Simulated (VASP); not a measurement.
# What goes wrong when the modes of LiH are computed with a bad input, part 2 of 2

Aim: see how common mistakes in a phonon run show up, on LiH. The starting structure is a measured crystal structure from the Crystallography Open Database.

VASP 6.6.1.

Results so far: reference T1u 656.3 cm⁻¹.

The database entry behind the starting cell differs from later determinations by our own check (the deuteride, about 0.2 % short), so it need not match the best structure at ambient conditions.

### 3. Modes with finite displacements, else as the reference

Level of this step: LDA; plane waves and PAW (Li_sv, H) (VASP).

Against step 2 the input has IBRION = 6, NFREE = 2, POTIM = 0.015 and no LEPSILON (also changed: NSW).

Input file INCAR:

```
SYSTEM = LiH
PREC = Accurate
ENCUT = 650
EDIFF = 1E-08
NELM = 100
ISMEAR = 0
SIGMA = 0.03
LREAL = .FALSE.
ALGO = Normal
GGA = CA
NBANDS = 8
LORBIT = 11
LWAVE = .FALSE.
LCHARG = .FALSE.
KPAR = 2
IBRION = 6
NFREE = 2
POTIM = 0.015
NSW = 1
ISIF = 2
```

Input file POSCAR:

```
LiH
1.0
    0.0000000000      1.9507846635      1.9507846635
    1.9507846635      0.0000000000      1.9507846635
    1.9507846635      1.9507846635      0.0000000000
Li H
1 1
Direct
    0.0000000000      0.0000000000      0.0000000000
    0.5000000000      0.5000000000      0.5000000000
```

Input file KPOINTS:

```
Automatic mesh
0
Gamma
14 14 14
0 0 0
```

Potentials, in the order of the species: Li_sv and H (LDA family, release 64).

Launch:

```bash
> mpirun -np 2 vasp_std
```

Log:

```text
[... set-up lines as in an earlier step ...]
 entering main loop
       N       E                     dE             d eps       ncg     rms          rms(c)
[... 12 cycles as in an earlier step ...]
   1 F= -.64962413E+01 E0= -.64962413E+01  d E =-.668202E-41
[...]
2 F= -.64960845E+01 E0= -.64960845E+01  d E =-.401240E-41
[...]
3 F= -.64960845E+01 E0= -.64960845E+01  d E =-.394196E-41
[...]
4 F= -.64960852E+01 E0= -.64960852E+01  d E =-.404702E-41
[...]
5 F= -.64960852E+01 E0= -.64960852E+01  d E =-.401967E-41
 Finite differences progress:
  Degree of freedom:   2/  2
  Displacement:        2/  2
  Total:               4/  4
```

Elapsed: 43 s, on 2 MPI ranks of AMD EPYC 7R43, shared host; peak memory 0.27 GiB; 83 s of CPU time.

From OUTCAR (step 3):

```text
  Total       -0.0013880     -0.0038716     -0.0038716      0.0000000     -0.0000000      0.0000000
  in kB       -0.1497747     -0.4177736     -0.4177736      0.0000000     -0.0000000      0.0000000
  external PRESSURE =      -0.3284406 kB  Pullay stress =       0.0000000 kB

 POSITION                                       TOTAL-FORCE (eV/Angst)
 -----------------------------------------------------------------------------------
      0.00000      0.00000      0.00000        -0.020816      0.000000      0.000000
      1.93578      1.95078      1.95078         0.020816      0.000000      0.000000
 -----------------------------------------------------------------------------------
    total drift:                                0.000031     -0.000000     -0.000000

  FREE ENERGIE OF THE ION-ELECTRON SYSTEM (eV)
  ---------------------------------------------------
  free  energy   TOTEN  =        -6.4960852362 eV

  energy  without entropy=       -6.4960852362  energy(sigma->0) =       -6.49608524

[... 2 parts as in an earlier step ...]

[... 1 further part left out ...]
[key lines of the parts left out:]
E-fermi :   0.8896
```

The last energy, forces and stress in OUTCAR belong to the last displaced cell, not to that of POSCAR.

With finite displacements, else as the reference the mode is T1u 656.7 cm⁻¹, +0.4 cm⁻¹ from the reference.

### 4. Modes with a k mesh far too coarse

A slip made on purpose: a k mesh far too coarse. Against step 2 the input has a 2×2×2 mesh (also changed: NELM and KPAR).

Input file INCAR:

```
SYSTEM = LiH
PREC = Accurate
ENCUT = 650
EDIFF = 1E-08
NELM = 60
ISMEAR = 0
SIGMA = 0.03
LREAL = .FALSE.
ALGO = Normal
GGA = CA
NBANDS = 8
LORBIT = 11
LWAVE = .FALSE.
LCHARG = .FALSE.
IBRION = 8
LEPSILON = .TRUE.
ISIF = 2
```

POSCAR is that of step 3.

Input file KPOINTS:

```
Automatic mesh
0
Gamma
2 2 2
0 0 0
```

Launch:

```bash
> mpirun -np 2 vasp_std
```

Log:

```text
[banner, memory and clock lines left out]
running    2 mpi-ranks, on    1 nodes
[...]
LDA part: xc-table for (Slater(with rela. corr.)+CA(PZ))
 , standard interpolation
 POSCAR, INCAR and KPOINTS ok, starting setup
[...]
entering main loop
       N       E                     dE             d eps       ncg     rms          rms(c)
DAV:   1    -0.360965890946E+01   -0.36097E+01   -0.23379E+03    48   0.602E+02
DAV:   2    -0.606917117329E+01   -0.24595E+01   -0.24595E+01    56   0.412E+01
DAV:   3    -0.610401146134E+01   -0.34840E-01   -0.34840E-01    56   0.476E+00
DAV:   4    -0.610412091141E+01   -0.10945E-03   -0.10945E-03    64   0.331E-01
[...]
DAV:  12    -0.565718282837E+01   -0.18209E-07   -0.69219E-08    64   0.205E-03    0.686E-04
DAV:  13    -0.565718281797E+01    0.10405E-07   -0.13544E-08    48   0.839E-04    0.666E-05
DAV:  14    -0.565718281730E+01    0.67081E-09   -0.19950E-09    24   0.362E-04
   1 F= -.56571828E+01 E0= -.56571828E+01  d E =-.654617E-75
[...]
RMM:  11    -0.168354165802E+00   -0.30699E-08    0.76739E-16    97   0.561E-07    0.286E-08
 first order change of Fermi-energy  -0.17130E-06
 force on displaced ion       1 direction 1 :   2.962   0.000   0.000
 Born effective charge ion    1 direction 1 :   4.864   0.000   0.000
 Linear response progress:
  Degree of freedom:   2/  2
       N       E                     dE             d eps       ncg     rms          rms(c)
RMM:   1    -0.166729297254E-01   -0.16673E-01    0.16109E-05   120   0.914E-01
RMM:   2    -0.185504950061E-01   -0.18776E-02   -0.69287E-04   126   0.110E-01    0.161E-01
RMM:   3    -0.191462351047E-01   -0.59574E-03   -0.85772E-05   103   0.496E-02    0.916E-02
RMM:   4    -0.207894090132E-01   -0.16432E-02   -0.91524E-05   108   0.571E-02    0.305E-03
[...]
RMM:   9    -0.208093239155E-01   -0.93016E-08   -0.10611E-07   128   0.190E-05    0.709E-06
RMM:  10    -0.208092494220E-01    0.74494E-07   -0.12793E-08   126   0.127E-05    0.264E-06
RMM:  11    -0.208092439803E-01    0.54417E-08   -0.72744E-09   129   0.367E-06    0.120E-06
 first order change of Fermi-energy   0.71883E-06
 force on displaced ion       2 direction 1 :   2.965   0.000   0.000
 Born effective charge ion    2 direction 1 :  -7.048   0.000   0.000
 Born effective charges drift removed
 Linear response finished
```

Elapsed: 9.8 s, on 2 MPI ranks; peak memory 0.16 GiB.

Parts of OUTCAR (step 4):

```text
  Total        0.8249485      0.8249485      0.8249485      0.0000000     -0.0000000      0.0000000
  in kB       89.0183246     89.0183246     89.0183246      0.0000000     -0.0000000      0.0000000
  external PRESSURE =      89.0183246 kB  Pullay stress =       0.0000000 kB

 POSITION                                       TOTAL-FORCE (eV/Angst)
 -----------------------------------------------------------------------------------
      0.00000      0.00000      0.00000        -0.000000      0.000000     -0.000000
      1.95078      1.95078      1.95078         0.000000     -0.000000      0.000000
 -----------------------------------------------------------------------------------
    total drift:                                0.000000     -0.000000     -0.000000

 MACROSCOPIC STATIC DIELECTRIC TENSOR (including local field effects in DFT)
 ------------------------------------------------------
          51.962422    -0.000000     0.000000
           0.000000    51.962422     0.000000
           0.000000     0.000000    51.962422
 ------------------------------------------------------

 MACROSCOPIC STATIC DIELECTRIC TENSOR IONIC CONTRIBUTION
 ------------------------------------------------------
           0.000000     0.000000     0.000000
           0.000000     0.000000     0.000000
           0.000000     0.000000     0.000000
 ------------------------------------------------------

[... 1 part as in an earlier step ...]

[... 1 further part left out ...]
```

With a k mesh far too coarse the mode is T1u -959.7 cm⁻¹; T1u, real with the reference, turns imaginary. Imaginary, given as negative numbers: T1u.

### 5. Modes with one-sided displacements

A slip made on purpose: one-sided displacements. Against step 2 the input has IBRION = 6, NFREE = 1, POTIM = 0.015 and no LEPSILON (also changed: NELM and NSW).

Changes to INCAR since step 4:

```diff
@@ -14,4 +14,7 @@
 LCHARG = .FALSE.
-IBRION = 8
-LEPSILON = .TRUE.
+KPAR = 2
+IBRION = 6
+NFREE = 1
+POTIM = 0.015
+NSW = 1
 ISIF = 2
```

POSCAR is that of step 4.

Input file KPOINTS:

```
Automatic mesh
0
Gamma
14 14 14
0 0 0
```

Launch:

```bash
> mpirun -np 2 vasp_std
```

Log:

```text
[... set-up lines as in an earlier step ...]
 entering main loop
       N       E                     dE             d eps       ncg     rms          rms(c)
[... 12 cycles as in an earlier step ...]
   1 F= -.64962413E+01 E0= -.64962413E+01  d E =-.668202E-41
 Found     2 degrees of freedom:
 Finite differences POTIM= 0.01500 DOF=   2
[...]
N       E                     dE             d eps       ncg     rms          rms(c)
[... 4 cycles as in an earlier step ...]
   2 F= -.64960845E+01 E0= -.64960845E+01  d E =-.401240E-41
 Finite differences progress:
  Degree of freedom:   1/  2
  Displacement:        1/  1
  Total:               1/  2
[...]
N       E                     dE             d eps       ncg     rms          rms(c)
DAV:   1    -0.649598357180E+01    0.10093E-03   -0.10373E+00  3904   0.824E+00    0.884E-02
DAV:   2    -0.649614229194E+01   -0.15872E-03   -0.26580E-03  4912   0.485E-01    0.530E-02
DAV:   3    -0.649608521945E+01    0.57072E-04   -0.77531E-05  6160   0.402E-02    0.207E-03
DAV:   4    -0.649608521597E+01    0.34836E-08   -0.37160E-07  4656   0.452E-03    0.864E-04
DAV:   5    -0.649608523747E+01   -0.21501E-07   -0.12739E-08  6200   0.653E-04    0.780E-05
DAV:   6    -0.649608523684E+01    0.62857E-09   -0.20956E-10  3640   0.924E-05
   3 F= -.64960852E+01 E0= -.64960852E+01  d E =-.404268E-41
 Finite differences progress:
  Degree of freedom:   2/  2
  Displacement:        1/  1
  Total:               2/  2
```

Wall time 41 s (2 MPI ranks); peak memory 0.27 GiB; 79 s of CPU time.

Parts of OUTCAR (step 5):

```text
  Total       -0.0013861     -0.0038682     -0.0038682     -0.0000000      0.0000000     -0.0000000
  in kB       -0.1495718     -0.4174095     -0.4174095     -0.0000000      0.0000000     -0.0000000
  external PRESSURE =      -0.3281302 kB  Pullay stress =       0.0000000 kB

 POSITION                                       TOTAL-FORCE (eV/Angst)
 -----------------------------------------------------------------------------------
      0.00000      0.00000      0.00000         0.020817      0.000000      0.000000
      1.96578      1.95078      1.95078        -0.020817      0.000000      0.000000
 -----------------------------------------------------------------------------------
    total drift:                               -0.000009     -0.000000     -0.000000

  FREE ENERGIE OF THE ION-ELECTRON SYSTEM (eV)
  ---------------------------------------------------
  free  energy   TOTEN  =        -6.4960852368 eV

  energy  without entropy=       -6.4960852368  energy(sigma->0) =       -6.49608524

[... 2 parts as in an earlier step ...]

[... 1 further part left out ...]
[key lines of the parts left out:]
E-fermi :   0.8896
```

With one-sided displacements the mode is T1u 656.8 cm⁻¹, +0.1 cm⁻¹ from finite displacements, else as the reference.

### 6. Modes with a cutoff far too low

A slip made on purpose: a cutoff far too low. Against step 2 the input has ENCUT = 270 (also changed: NELM).

Input file INCAR:

```
SYSTEM = LiH
PREC = Accurate
ENCUT = 270
EDIFF = 1E-08
NELM = 60
ISMEAR = 0
SIGMA = 0.03
LREAL = .FALSE.
ALGO = Normal
GGA = CA
NBANDS = 8
LORBIT = 11
LWAVE = .FALSE.
LCHARG = .FALSE.
KPAR = 2
IBRION = 8
LEPSILON = .TRUE.
ISIF = 2
```

POSCAR is that of step 5.

KPOINTS is that of step 5.

Launch:

```bash
> mpirun -np 2 vasp_std
```

Log:

```text
[... set-up lines as in an earlier step ...]
 entering main loop
       N       E                     dE             d eps       ncg     rms          rms(c)
DAV:   1    -0.615490793596E+01   -0.61549E+01   -0.86951E+02  1872   0.269E+02
DAV:   2    -0.771377185454E+01   -0.15589E+01   -0.15589E+01  2336   0.294E+01
DAV:   3    -0.772034572444E+01   -0.65739E-02   -0.65739E-02  1944   0.165E+00
DAV:   4    -0.772036600715E+01   -0.20283E-04   -0.20283E-04  2496   0.764E-02
[...]
DAV:  11    -0.737414466994E+01    0.12676E-06   -0.11065E-07  2272   0.264E-03    0.314E-04
DAV:  12    -0.737414459865E+01    0.71290E-07   -0.67583E-09  1528   0.503E-04    0.138E-04
DAV:  13    -0.737414460028E+01   -0.16339E-08   -0.12342E-09  1032   0.229E-04
   1 F= -.73741446E+01 E0= -.73741446E+01  d E =-.174752E-29
 Linear response reoptimize wavefunctions to high precision
DAV:   1    -0.737414459948E+01    0.80470E-09   -0.23365E-10  1344   0.102E-04
DAV:   2    -0.737414459948E+01   -0.93792E-12   -0.96922E-12   928   0.214E-05
 Linear response G [H, r] |phi>, progress :
  Direction:   1
[...]
RMM:  12    -0.112168377311E+00   -0.86331E-08   -0.50774E-10  8306   0.661E-06    0.261E-07
 first order change of Fermi-energy  -0.17982E-03
 force on displaced ion       1 direction 1 :  -1.681   0.000   0.000
 Born effective charge ion    1 direction 1 :   1.018   0.000   0.000
 Linear response progress:
  Degree of freedom:   2/  2
       N       E                     dE             d eps       ncg     rms          rms(c)
RMM:   1    -0.150910106337E-01   -0.15091E-01   -0.83161E-05  8134   0.616E-01
RMM:   2    -0.154007180358E-01   -0.30971E-03   -0.40394E-04  7630   0.849E-02    0.984E-02
RMM:   3    -0.158283864727E-01   -0.42767E-03   -0.40890E-05  7428   0.309E-02    0.574E-02
RMM:   4    -0.167795357560E-01   -0.95115E-03   -0.31837E-05  6472   0.328E-02    0.168E-03
[...]
RMM:  10    -0.167837928196E-01    0.36242E-07   -0.57389E-09  9326   0.828E-06    0.899E-07
RMM:  11    -0.167838111455E-01   -0.18326E-07   -0.39882E-09  8692   0.258E-06    0.138E-07
RMM:  12    -0.167838089593E-01    0.21862E-08   -0.11645E-09  5198   0.820E-07    0.533E-08
 first order change of Fermi-energy   0.27824E-03
 force on displaced ion       2 direction 1 :  -1.629   0.000   0.000
 Born effective charge ion    2 direction 1 :  -1.000   0.000   0.000
 Born effective charges drift removed
 Linear response finished
```

Elapsed: 74 s, on 2 MPI ranks; peak memory 0.2 GiB; 2.4 min of CPU time.

From OUTCAR (step 6):

```text
  Total       -1.0074872     -1.0074872     -1.0074872     -0.0000000     -0.0000000      0.0000000
  in kB     -108.7156643   -108.7156643   -108.7156643     -0.0000000     -0.0000000      0.0000000
  external PRESSURE =    -108.7156643 kB  Pullay stress =       0.0000000 kB

 POSITION                                       TOTAL-FORCE (eV/Angst)
 -----------------------------------------------------------------------------------
      0.00000      0.00000      0.00000        -0.000000     -0.000000     -0.000000
      1.95078      1.95078      1.95078         0.000000      0.000000      0.000000
 -----------------------------------------------------------------------------------
    total drift:                                0.000000     -0.000000      0.000000

 MACROSCOPIC STATIC DIELECTRIC TENSOR (including local field effects in DFT)
 ------------------------------------------------------
           5.095318     0.000000    -0.000000
           0.000000     5.095318    -0.000000
           0.000000     0.000000     5.095318
 ------------------------------------------------------

 MACROSCOPIC STATIC DIELECTRIC TENSOR IONIC CONTRIBUTION
 ------------------------------------------------------
           7.491336     0.000000    -0.000000
           0.000000     7.491336    -0.000000
          -0.000000    -0.000000     7.491336
 ------------------------------------------------------

[... 1 part as in an earlier step ...]

[... 1 further part left out ...]
```

With a cutoff far too low the mode is T1u 712.9 cm⁻¹, +56.6 cm⁻¹ from the reference.

### 7. Modes with a loose electronic threshold

A slip made on purpose: a loose electronic threshold. Against step 2 the input has EDIFF = 1E-04, IBRION = 6, NFREE = 2, POTIM = 0.015 and no LEPSILON (also changed: NELM and NSW).

Input file INCAR:

```
SYSTEM = LiH
PREC = Accurate
ENCUT = 650
EDIFF = 1E-04
NELM = 60
ISMEAR = 0
SIGMA = 0.03
LREAL = .FALSE.
ALGO = Normal
GGA = CA
NBANDS = 8
LORBIT = 11
LWAVE = .FALSE.
LCHARG = .FALSE.
KPAR = 2
IBRION = 6
NFREE = 2
POTIM = 0.015
NSW = 1
ISIF = 2
```

POSCAR is that of step 6.

KPOINTS is that of step 6.

Launch:

```bash
> mpirun -np 2 vasp_std
```

Log:

```text
[... set-up lines as in an earlier step ...]
 entering main loop
       N       E                     dE             d eps       ncg     rms          rms(c)
[... 4 cycles as in an earlier step ...]
DAV:   5    -0.675599786652E+01   -0.13098E-06   -0.13098E-06  2072   0.695E-03    0.286E+00
DAV:   6    -0.656182053083E+01    0.19418E+00   -0.17325E-01  1984   0.136E+00    0.141E+00
DAV:   7    -0.649557720854E+01    0.66243E-01   -0.21053E-01  2232   0.163E+00    0.207E-01
DAV:   8    -0.649630359483E+01   -0.72639E-03   -0.31419E-03  1848   0.422E-01    0.458E-02
DAV:   9    -0.649624121599E+01    0.62379E-04   -0.22332E-04  2232   0.670E-02
   1 F= -.64962412E+01 E0= -.64962412E+01  d E =-.134163E-40
[...]
2 F= -.64960845E+01 E0= -.64960845E+01  d E =-.387716E-41
[...]
3 F= -.64960845E+01 E0= -.64960845E+01  d E =-.380710E-41
[...]
4 F= -.64960852E+01 E0= -.64960852E+01  d E =-.396314E-41
[...]
5 F= -.64960852E+01 E0= -.64960852E+01  d E =-.440489E-41
 Finite differences progress:
  Degree of freedom:   2/  2
  Displacement:        2/  2
  Total:               4/  4
```

It took 31 s on 2 MPI ranks; peak memory 0.29 GiB; 58 s of CPU time.

From OUTCAR (step 7):

```text
  Total       -0.0013712     -0.0038849     -0.0038849      0.0000000      0.0000000      0.0000000
  in kB       -0.1479660     -0.4192085     -0.4192085      0.0000000      0.0000000      0.0000000
  external PRESSURE =      -0.3287943 kB  Pullay stress =       0.0000000 kB

 POSITION                                       TOTAL-FORCE (eV/Angst)
 -----------------------------------------------------------------------------------
      0.00000      0.00000      0.00000        -0.020766      0.000000      0.000000
      1.93578      1.95078      1.95078         0.020766      0.000000      0.000000
 -----------------------------------------------------------------------------------
    total drift:                                0.000131     -0.000001     -0.000001

  FREE ENERGIE OF THE ION-ELECTRON SYSTEM (eV)
  ---------------------------------------------------
  free  energy   TOTEN  =        -6.4960851717 eV

  energy  without entropy=       -6.4960851717  energy(sigma->0) =       -6.49608517

[... 2 parts as in an earlier step ...]

[... 1 further part left out ...]
[key lines of the parts left out:]
E-fermi :   0.8896
```

With a loose electronic threshold the mode is T1u 653.9 cm⁻¹, -2.8 cm⁻¹ from finite displacements, else as the reference.

### 8. All runs side by side

```csv
run,T1u,"imaginary modes, each partner counted",method,core minutes
reference,656.3,0,perturbation theory,8.07
"finite displacements, else as the reference",656.7,0,finite displacements,1.43
a k mesh far too coarse,-959.7,3,perturbation theory,0.327
one-sided displacements,656.8,0,finite displacements,1.37
a cutoff far too low,712.9,0,perturbation theory,2.47
a loose electronic threshold,653.9,0,finite displacements,1.03
```

Modes are in cm⁻¹, degenerate ones as one, matched between runs by symmetry and order. A number in brackets counts the listed modes of one symmetry from the lowest. The symmetry labels come from an automatic analysis and can be wrong where levels nearly coincide. Core minutes are wall time times ranks of the run shown, on a shared host.

### 9. What came out

| Item | Value |
| --- | --- |
| T1u, reference | 656.3 cm⁻¹ |
| T1u, finite displacements, else as the reference | 656.7 cm⁻¹ |
| T1u, a k mesh far too coarse | -959.7 cm⁻¹ |
| T1u, one-sided displacements | 656.8 cm⁻¹ |
| T1u, a cutoff far too low | 712.9 cm⁻¹ |
| T1u, a loose electronic threshold | 653.9 cm⁻¹ |

What this shows: Finished, but with signs in the output that stand out against the reference: a k mesh far too coarse, with T1u turned imaginary (signs: a pressure of 8.9 GPa on the undisplaced cell and imaginary modes); a cutoff far too low, with modes off by up to +57 cm⁻¹, in T1u (signs: a pressure of -10.9 GPa on the undisplaced cell and a translation at -4 cm⁻¹ instead of zero). Little came of one-sided displacements and a loose electronic threshold in this material. Runs with finite displacements are held against the sound run of that kind. The dielectric constants and Born charges in the logs aren't compared here; at a small gap they can be far off, and in a run without a gap they mean nothing. The frequencies are harmonic, and the splitting of polar modes by their long-range field is left out. Further runs on this material are not shown.

[Lines on the potential files, build, host, timing and source positions are cut from VASP's logs without a mark.]

[Logs are printed without paths, hosts, clocks, repeated set-up lines and the standing remarks that a program may print on its own settings, such as how far it seeks lower states.]

[Hosts, paths, dates, database ids (printed as entryN), source tags and the programs' standing remarks are cut or masked in the printed files.]
